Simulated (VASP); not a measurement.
# Sb (R-3m) in VASP: single point with PBE+D3(BJ)

Aim: the single point of Sb with PBE+D3(BJ).

Program: VASP 6.6.1. These are calculated values, not measurements. Logs are shortened: lines on timing, memory, paths and dates and some standing lists are left out, and cuts for length are marked.

## 1. The structure

The structure is trigonal, space group R-3m (No. 166). Conventional cell: a = 4.322 Å, b = 4.322 Å, c = 11.007 Å, α = 90.00°, β = 90.00°, γ = 120.00°. Sb (site symmetry 3m) has 6 Sb at 2.94 to 3.27 Å as nearest neighbours.

## 2. Single point, PBE+D3(BJ)

INCAR

```
  PREC = Accurate
  ENCUT = 520
  EDIFF = 1E-7
  ISMEAR = 1
  SIGMA = 0.1
  LREAL = F
  LASPH = T
  NELM = 80
  ALGO = Normal
  ISIF = 2
  LWAVE = F
  LCHARG = F
  GGA = PE
  IVDW = 12
  ICORELEVEL = 1
```

KPOINTS

```
regular mesh
0
Gamma
  9 9 15
```

POSCAR

```
Sb
1.0
    4.3223837000      0.0000000000      0.0000000000
   -2.1611921500      3.7432942600      0.0000000000
    2.1611914600      1.2477645900      3.6688440000
Sb
2
Direct
    0.5260200000      0.7630100000      0.7109700000
    0.4739800000      0.2369900000      0.2890300000
```

Potentials or basis: VASP PAW PBE potentials, release 64 (Sb).

The run is started by

```
> cat potpaw_PBE.64/Sb/POTCAR > POTCAR
> mpirun -np 1 vasp_std > vasp.out
```

OUTCAR:

```text
PREC = Accurate
   ENCUT = 520
   EDIFF = 1E-7
   ISMEAR = 1
   LREAL = F
   LASPH = T
   NELM = 80
   ISIF = 2
   GGA = PE
   IVDW = 12
 IVDW          = 12

 ion  position               nearest neighbor table
   1  0.526  0.763  0.711-   2 2.94   2 2.94   2 2.94   2 3.27   2 3.27   2 3.27
   2  0.474  0.237  0.289-   1 2.94   1 2.94   1 2.94   1 3.27   1 3.27   1 3.27

  LATTYP: Found a trigonal (rhomboedric) cell.
 ALAT       =     4.4371257213
 COS(alpha) =     0.5255251143

  Lattice vectors:

 A1 = (  -2.1611922400,   1.2477645900,   3.6688440000)
 A2 = (  -0.0000000900,  -2.4955296700,   3.6688440000)
 A3 = (   2.1611914600,   1.2477645900,   3.6688440000)

Analysis of symmetry for initial positions (statically):
=====================================================================
 Subroutine PRICEL returns:
 Original cell was already a primitive cell.

 Routine SETGRP: Setting up the symmetry group for a
 trigonal (rhombohedral) supercell.

 Subroutine GETGRP returns: Found 12 space group operations
 (whereof 12 operations were pure point group operations)
 out of a pool of 12 trial point group operations.

The static configuration has the point symmetry D_3d.

Analysis of symmetry for dynamics (positions and initial velocities):
=====================================================================
 Subroutine PRICEL returns:
 Original cell was already a primitive cell.

 Routine SETGRP: Setting up the symmetry group for a
 trigonal (rhombohedral) supercell.

 Subroutine GETGRP returns: Found 12 space group operations
 (whereof 12 operations were pure point group operations)
 out of a pool of 12 trial point group operations.

The dynamic configuration has the point symmetry D_3d.

 Subroutine INISYM returns: Found 12 space group operations
 (whereof 12 operations are pure point group operations),
 and found     1 'primitive' translations

----------------------------------------------------------------------------------------

                                     Primitive cell

  volume of cell :      59.3617

  direct lattice vectors                    reciprocal lattice vectors
     4.322383700  0.000000000  0.000000000     0.231353825  0.133572205 -0.181710255
    -2.161192150  3.743294260  0.000000000     0.000000000  0.267144374 -0.090855128
     2.161191460  1.247764590  3.668844000     0.000000000  0.000000000  0.272565418

  length of vectors
     4.322383700  4.322383998  4.437125341     0.323086278  0.282171527  0.272565418

  position of ions in fractional coordinates (direct lattice)
     0.526020000  0.763010000  0.710970000
     0.473980000  0.236990000  0.289030000

  ion indices of the primitive-cell ions
   primitive index   ion index
                 1           1
                 2           2

----------------------------------------------------------------------------------------

 KPOINTS: regular mesh

Automatic generation of k-mesh.
 Grid dimensions read from file:
 generate k-points for:    9    9   15

 Generating k-lattice:

  Cartesian coordinates                     Fractional coordinates (reciprocal lattice)
     0.025705981  0.014841356 -0.020190028     0.111111111 -0.000000000  0.000000000
     0.000000000  0.029682708 -0.010095014     0.000000000  0.111111111  0.000000000
     0.000000000  0.000000000  0.018171028     0.000000000  0.000000000  0.066666667

  Length of vectors
     0.035898475  0.031352392  0.018171028

  Shift w.r.t. Gamma in fractional coordinates (k-lattice)
     0.000000000  0.000000000  0.000000000

 -----------------------------------------------------------------------------
|                                                                             |
|           W    W    AA    RRRRR   N    N  II  N    N   GGGG   !!!           |
|           W    W   A  A   R    R  NN   N  II  NN   N  G    G  !!!           |
|           W    W  A    A  R    R  N N  N  II  N N  N  G       !!!           |
|           W WW W  AAAAAA  RRRRR   N  N N  II  N  N N  G  GGG   !            |
|           WW  WW  A    A  R   R   N   NN  II  N   NN  G    G                |
|           W    W  A    A  R    R  N    N  II  N    N   GGGG   !!!           |
|                                                                             |
|     Your reciprocal lattice and k-lattice belong to different lattice       |
|     classes:                                                                |
|                                                                             |
|        The reciprocal lattice is rhombohedral (trigonal),                   |
|        whereas your k-lattice is base-centered monoclinic.                  |
|                                                                             |
|     Results are often still useful ...                                      |
|                                                                             |
 -----------------------------------------------------------------------------

 WARNING: IBZKPT: internal override: KBLOWUP is changed to .FALSE.
      ... skipping the blow-up phase ...

 Subroutine IBZKPT returns following result:
 ===========================================

 Found    275 irreducible k-points:

 Following reciprocal coordinates:
            Coordinates               Weight
  0.000000  0.000000  0.000000      1.000000
  0.111111 -0.000000  0.000000      2.000000
  0.222222 -0.000000  0.000000      2.000000
  0.333333 -0.000000  0.000000      6.000000
  0.444444 -0.000000  0.000000      2.000000
  0.000000  0.111111  0.000000      4.000000
[... 16 lines left out ...]
  0.222222  0.444444  0.000000      8.000000
 -0.333333  0.444444 -0.000000      8.000000
 [... further k-points ...]
   k-points           NKPTS =    275   k-points in BZ     NKDIM =    275   number of bands    NBANDS=      9
   number of dos      NEDOS =    301   number of ions     NIONS =      2
   total plane-waves  NPLWV =  36864
   dimension x,y,z NGX =    32 NGY =   32 NGZ =   36
   dimension x,y,z NGXF=    64 NGYF=   64 NGZF=   72
   ions per type =               2
   NGX,Y,Z   is equivalent  to a cutoff of  12.31, 12.31, 13.49 a.u.
   NGXF,Y,Z  is equivalent  to a cutoff of  24.62, 24.62, 26.98 a.u.
 SYSTEM =  unknown system
   PREC   = accura    normal or accurate (medium, high low for compatibility)
   ISTART =      0    job   : 0-new  1-cont  2-samecut
   ICHARG =      2    charge: 1-file 2-atom 10-const
   ISPIN  =      1    spin polarized calculation?
   LNONCOLLINEAR =      F non collinear calculations
   LSORBIT =      F    spin-orbit coupling
   LASPH  =      T    aspherical Exc in radial PAW
   ENCUT  =  520.0 eV  38.22 Ry    6.18 a.u.   8.04  8.04  8.25*2*pi/ulx,y,z
   NELM   =     80;   NELMIN=  2; NELMDL= -5     # of ELM steps
   EDIFF  = 0.1E-06   stopping-criterion for ELM
   LREAL  =      F    real-space projection
   EDIFFG = 0.1E-05   stopping-criterion for IOM
   NSW    =      0    number of steps for IOM
   IBRION =     -1    ionic relax: 0-MD 1-quasi-New 2-CG
   NFREE  =      0    steps in history (QN), initial steepest desc. (CG)
   ISIF   =      2    stress and relaxation
   ISYM   =      2    0-nonsym 1-usesym 2-fastsym
   POTIM  = 0.5000    time-step for ionic-motion
   TEBEG  =    0.0;   TEEND  =   0.0 temperature during run
   PSTRESS=    0.0 pullay stress
   NELECT =      10.0000    total number of electrons
   NUPDOWN=      -1.0000    fix difference up-down
   EMIN   =  10.00;   EMAX   =-10.00  energy-range for DOS
   EFERMI =   0.00;   METHOD = LEGACY
   ISMEAR =     1;   SIGMA  =   0.10  broadening in eV -4-tet -1-fermi 0-gaus
   EFERMI_NEDOS =   21; number of points for ismear=-14 and -15
   IALGO  =     38    algorithm
   IMIX   =      4    mixing-type and parameters
     AMIX     =   0.40;   BMIX     =  1.00
     AMIX_MAG =   1.60;   BMIX_MAG =  1.00
  volume/ion in A,a.u.               =      29.68       200.30
  Fermi-wavevector in a.u.,A,eV,Ry     =   0.904148  1.708591 11.122529  0.817483
  Thomas-Fermi vector in A             =   2.027559
   LORBIT       =      0    0 simple, 1 ext, 2 COOP (PROOUT), +10 PAW based schemes
   GGA     = PE    functional components
   LHFCALC =     F    Hartree Fock is set to
   AEXX    =    0.0000 exact exchange contribution
   IVDW    =    12    specifies the selected vdW correction
   LEPSILON=     F    determine dielectric tensor
   LRPA    =     F    only Hartree local field effects (RPA)
 non-spin polarized calculation
 Methfessel and Paxton  Order N= 1 SIGMA  =   0.10
  energy-cutoff  :      520.00
  volume of cell :       59.36
 maximum number of plane-waves:      1612
   NGX = 17   NGY = 17   NGZ = 17

 number of electron      10.0000000 magnetization

 Free energy of the ion-electron system (eV)
  ---------------------------------------------------
  ext. energy  EPLUGINS =         0.00000000
  ---------------------------------------------------
  free energy    TOTEN  =        -8.24542463 eV

  energy without entropy =       -8.24539491  energy(sigma->0) =       -8.24541472

 the core state eigenenergies are
   1-  1s -30286.3042  2s  -4598.2297  2p  -4126.3410  3s   -891.9380  3p   -738.1913
       3d   -503.7629  4s   -136.9812  4p    -89.9531  4d    -21.7528
   2-  1s -30286.3042  2s  -4598.2297  2p  -4126.3410  3s   -891.9380  3p   -738.1913
       3d   -503.7629  4s   -136.9812  4p    -89.9531  4d    -21.7528

 E-fermi :   7.4475     XC(G=0):  -9.6200

 val. band max:        7.4213269178   @ k =   0.2222  -0.0000   0.3333
 cond. band min:       7.4488960513   @ k =   0.0000   0.4444   0.0000
 fundamental gap:      0.0275691335
 Fermi energy:         7.4475495904

 k-point     1 :       0.0000    0.0000    0.0000
  band No.  band energies     occupation
      1      -5.2958      2.00000
      2       2.7831      2.00000
      3       5.4786      2.00000
      4       5.6319      2.00000
      5       5.6319      2.00000
      6       9.8805      0.00000
      7      10.3145      0.00000
      8      10.3145      0.00000
      9      12.3683      0.00000
[... 265 lines left out ...]
 k-point    24 :      -0.3333    0.4444   -0.0000
  band No.  band energies     occupation
      1      -3.6770      2.00000
      2      -1.0578      2.00000
      3       4.4024      2.00000
      4       6.1304      2.00000
      5       6.5388      2.00000
      6       7.5836     -0.06626
      7       7.9901     -0.00000
      8      10.0236      0.00000
      9      13.1214      0.00000

 [... further k-points ...]

------------------------ aborting loop because EDIFF is reached ----------------------------------------

 Edisp (eV)   -0.96245

 E8    (eV) :    -0.4490

  FORCE on cell =-STRESS in cart. coord.  units (eV):
  Direction    XX          YY          ZZ          XY          YZ          ZX
  --------------------------------------------------------------------------------------
  -------------------------------------------------------------------------------------
  Total       0.02354     0.02354     0.00709    -0.00000    -0.00000    -0.00000
  in kB       0.63541     0.63541     0.19138    -0.00000    -0.00000    -0.00000
  external pressure =        0.49 kB  Pullay stress =        0.00 kB

 VOLUME and BASIS-vectors are now :
 -----------------------------------------------------------------------------
  energy-cutoff  :      520.00
  volume of cell :       59.36
      direct lattice vectors                 reciprocal lattice vectors
     4.322383700  0.000000000  0.000000000     0.231353825  0.133572205 -0.181710255
    -2.161192150  3.743294260  0.000000000     0.000000000  0.267144374 -0.090855128
     2.161191460  1.247764590  3.668844000     0.000000000  0.000000000  0.272565418

 POSITION                                       TOTAL-FORCE (eV/Angst)
 -----------------------------------------------------------------------------------
      2.16119      3.74329      2.60844         0.000000      0.000000     -0.041361
      2.16119      1.24776      1.06041        -0.000000     -0.000000      0.041361
 -----------------------------------------------------------------------------------
    total drift:                               -0.000000      0.000000     -0.000000

  FREE ENERGIE OF THE ION-ELECTRON SYSTEM (eV)
  ---------------------------------------------------
  free  energy   TOTEN  =        -9.2078791835 eV

  energy  without entropy=       -9.2078494690  energy(sigma->0) =       -9.20786928
```

Run time: 63 s. Hardware: 1 thread of Intel Xeon Platinum 8375C at 2.90GHz (Ice Lake), shared host; peak memory 0.29 GiB.

What came out:

```
Free energy                : -9.2079 eV
Pressure                   : 0.0 GPa
Largest force              : 0.041 eV/Å
Band gap on the k mesh     : none (metal or under the smearing width)
Dispersion energy per atom : -0.481 eV
```

Forces on the atoms (eV/Å):
```
Sb   0.000  0.000 -0.041
Sb   0.000  0.000  0.041
```

Core levels (eV, on the scale of the bands):
| atom | levels |
| --- | --- |
| 1 Sb | 1s -30286.3, 2s -4598.2, 2p -4126.3, 3s -891.9, 3p -738.2, 3d -503.8, 4s -137.0, 4p -90.0, 4d -21.8 |
| 2 Sb | 1s -30286.3, 2s -4598.2, 2p -4126.3, 3s -891.9, 3p -738.2, 3d -503.8, 4s -137.0, 4p -90.0, 4d -21.8 |

Caveat: pairwise dispersion overbinds metals, which lowers pressure and volume. Spin-orbit coupling is left out, which matters for the levels of Sb.
